Four of the twelve settings give an energy 2 to 4 meV/atom below the other eight, although the energies of all the broadened runs have been extrapolated to zero occupation width. The four are Gaussian at 0.3 and 0.5 eV, cold at 0.5 eV, and the tetrahedron rule, which has no width at all. For the three rows with a large width, the likely cause is a small bunch of levels close to the Fermi energy, of a size that the k mesh itself can produce.

Ga3Se in the Cu3Au structure (Pm-3m, a = 4.433 Å, 4 atoms in the cell), computed with Ansatz 0.2.0 (plane-wave PAW, scalar-relativistic PBE, no spin polarisation) at fixed atoms, with a 420 eV cutoff and a 10×10×10 k mesh. The energy, unlike the free energy, is extrapolated to zero occupation width; the reference for both is Gaussian occupations at 0.1 eV.

```
  occupation rule  occupation width (eV)  energy less reference (meV/atom)  free energy less reference (meV/atom)
      Fermi-Dirac                   0.01                             0.209                                   1.56
         Gaussian                   0.01                             0.206                                   1.65
         Gaussian                   0.02                             0.201                                   1.61
         Gaussian                   0.05                             0.218                                   1.22
         Gaussian                    0.3                             -1.84                                  -8.73
         Gaussian                    0.5                             -2.93                                  -22.7
Methfessel-Paxton                   0.02                             0.202                                   1.67
Methfessel-Paxton                   0.05                             0.251                                   1.69
             cold                   0.01                             0.208                                   1.67
             cold                   0.02                             0.173                                   1.66
             cold                    0.5                             -3.49                                  -3.98
      tetrahedron                      0                             -3.37                                  -1.90
```

The cell has the Cu₃Au structure, with twelve Ga atoms around each Se, and it is a metal. In a metal some bands are cut by the Fermi energy, so a small shift of a level can fill or empty it. Calculations soften this edge: levels within roughly one occupation width of the Fermi energy are partly filled. The softening changes the total energy, and the extrapolation is meant to take that change out again. If the levels near the Fermi energy are dense and evenly spaced, it does so almost perfectly, and rule and width should hardly matter.

The eight rows with widths from 0.01 to 0.05 eV behave in this way. Their energies agree within 0.08 meV/atom, whichever of four rules is used. The column "energy less reference" compares each run with Gaussian occupations at 0.1 eV, which is a convention and not the exact answer. The breaks given here are therefore counted from the mean of the eight narrow rows, which lies 0.21 meV/atom above that reference.

The first suspect is the ordinary cost of a large width. It shows in the free energy, where Gaussian at 0.5 eV lies 18.7 meV/atom below cold at the same width. The cold rule is built to suppress the leading width term, and the Gaussian rule is not. After extrapolation the two differ by only 0.6 meV/atom, yet both remain more than 3 meV/atom below the narrow rows. The extrapolation has removed most of what separates the rules and has left something that they share.

A smooth density of levels would still leave a small remainder in the Gaussian rows, growing as the fourth power of the width. If the whole break of −3.14 meV/atom at 0.5 eV were of this kind, the break at 0.3 eV would be about −0.41. The calculation gives −2.05, five times as much. The energy thus moves away from the narrow rows at much smaller widths than the fourth-power law allows.

The entropy terms of the same runs show what is uneven. For Gaussian occupations, twice the entropy term divided by the square of the width is the density of levels averaged over a window of about that width. This average is 3.0 states per eV and cell at 0.05 eV, but only 1.4 at 0.5 eV. A narrow window around the Fermi energy therefore sees a crowd that a wide window dilutes.

Such a crowd defeats the extrapolation for a simple reason. With Gaussian occupations and evenly spread levels, the free energy lies below the true energy by half the entropy term, so the program adds that half back. A level sitting exactly at the Fermi energy behaves differently: its free energy is lowered by the whole entropy term, which for one state is σ/(2√π), where σ is the occupation width. Adding back half leaves an error of −σ/(4√π) per state, which grows in proportion to the width and not as its fourth power.

The break at 0.5 eV tells how many such states are needed. With four atoms in the cell, 3.14 meV/atom is 12.6 meV per cell, or 0.025 of the width of 500 meV. Multiplying by 4√π, which is about 7.1, gives 0.18 states per cell. This number is set by the 0.5 eV row, so that row is no test of it. The 0.3 eV row is: the linear law gives −1.88 meV/atom there, against −2.05 computed.

The law fails for smaller widths, and the failure is informative. At 0.1 eV it asks for −0.63 meV/atom, three times the computed −0.21, and for narrower widths the expected drop is absent. The levels are probably spread over a range of the order of a tenth of an eV around the Fermi energy and do not all sit exactly at it. Once the width is smaller than this range, most of them are almost completely full or empty, and the few that are still partly filled disturb the extrapolation very little. Such a spread is expected to weaken the breaks at 0.3 and 0.5 eV as well, so the 0.18 states are a rough and probably low estimate. It should weaken the break at 0.3 eV more, yet the computed break there is slightly larger than the linear law gives. The other levels are therefore probably not quite evenly spread, and the close match at 0.3 eV is partly luck.

The entropy terms fit the same picture. An even background plus the group of 0.18 states, both sized at 0.5 eV, gives 67.1 meV per cell at 0.3 eV, where the run has 66.9. At 0.1 eV it gives 10.8 against 11.7, and at 0.02 eV 1.2 against 0.5, so a single group exactly at the Fermi energy is too simple a model for the narrower widths. Energy and entropy derive from the same free energy, so this agreement supports the form of the model but is not a second, independent proof.

The cold row at 0.5 eV can be tested too. With this rule, evenly spread levels neither shift the free energy nor add to the entropy term, while a level at the Fermi energy again lowers the free energy by its whole entropy term. Between 0.01 and 0.5 eV the free energy falls by 22.6 meV per cell, and the entropy term at 0.5 eV is 23.4, nearly the same.

Where could such a bunch come from? The program does not integrate over all electron waves in the crystal but sums over a mesh of 1000 k points. In a cubic crystal up to 48 of these points are equivalent by symmetry and have exactly the same energies, so their levels cross the Fermi energy together. One full set of 48 points carries 2 × 48/1000, or about 0.1 states per cell. Two or three such sets that happen to fall near the Fermi energy would supply an excess of this size.

This match in size makes the mesh a plausible culprit but does not convict it, because a real narrow peak in the density of levels would act on the energy in the same way. The tetrahedron row adds a hint. It has no broadening, yet it lies 3.6 meV/atom below the narrow rows and close to the two rows at 0.5 eV. What it shares with them is that it does not treat the mesh points as isolated levels: it interpolates the bands between the points, whereas a large width blurs them together.

If the mesh is to blame, the usual reading of such a table is turned round. The narrow rows would agree because they all approach the same coarse sum, and the four rows that break the pattern could be nearer to the true integral. If the peak is real, the narrow rows are the better ones. The tetrahedron result cannot settle this, since straight-line interpolation misses the curvature of the bands, and the outputs do not say whether this error was corrected. That run also carries two warnings: its band table was not solved further, and its derivatives may miss the slope of the energy. Runs on denser meshes would decide: a bunch made by the mesh should break up as points are added, while a real peak should stay.

For practical work, the close agreement of the narrow rows is not evidence that the energy is converged to 0.1 meV/atom. It shows that the width has stopped mattering on this mesh, while the mesh may still be wrong by a few meV/atom. An energy difference of that size between two crystal structures should be trusted only after width and mesh have been varied together. The printed output below lists the breaks and the estimates of the model.

The analysis program printed:

```
Mean energy of the eight narrow rows less reference (meV/atom): 0.2085
Spread of the eight narrow rows (meV/atom): 0.078
Break of Gaussian 0.3 eV from the narrow mean (meV/atom): -2.049
Break of Gaussian 0.5 eV from the narrow mean (meV/atom): -3.139
Break of cold 0.5 eV from the narrow mean (meV/atom): -3.699
Break of tetrahedron from the narrow mean (meV/atom): -3.579
Reference Gaussian 0.1 eV less the narrow mean (meV/atom): -0.2085
Quartic law from the 0.5 eV row, break expected at 0.3 eV (meV/atom): -0.4067
Linear law from the 0.5 eV row, break expected at 0.3 eV (meV/atom): -1.883
Linear law from the 0.5 eV row, break expected at 0.1 eV (meV/atom): -0.6277
Computed break at 0.3 eV over the quartic expectation (ratio): 5.036
Free energy, Gaussian 0.5 less cold 0.5 (meV/atom): -18.72
Extrapolated energy, Gaussian 0.5 less cold 0.5 (meV/atom): 0.56
Level density seen by Gaussian rows 0.01 0.02 0.05 0.3 0.5 eV (states/eV per cell): Gaussian 3.038, Gaussian 2.42, Gaussian 3.006, Gaussian 1.486, Gaussian 1.358
Level density seen by the reference width 0.1 eV (states/eV per cell): 2.347
Excess states near the Fermi energy that the 0.5 eV break needs (states per cell): 0.178
Weight of one full star of 48 mesh points (states per cell): 0.096
Even background density left at 0.5 eV (states/eV per cell): 1.157
Entropy term from background plus group, Gaussian rows 0.01 0.02 0.05 0.3 0.5 eV (meV per cell): Gaussian 0.56, Gaussian 1.236, Gaussian 3.957, Gaussian 67.12, Gaussian 169.7
Entropy term in the outputs, same rows (meV per cell): Gaussian 0.1519, Gaussian 0.4839, Gaussian 3.757, Gaussian 66.86, Gaussian 169.7
Entropy term from background plus group at 0.1 eV, outputs give 11.737 (meV per cell): 10.81
```
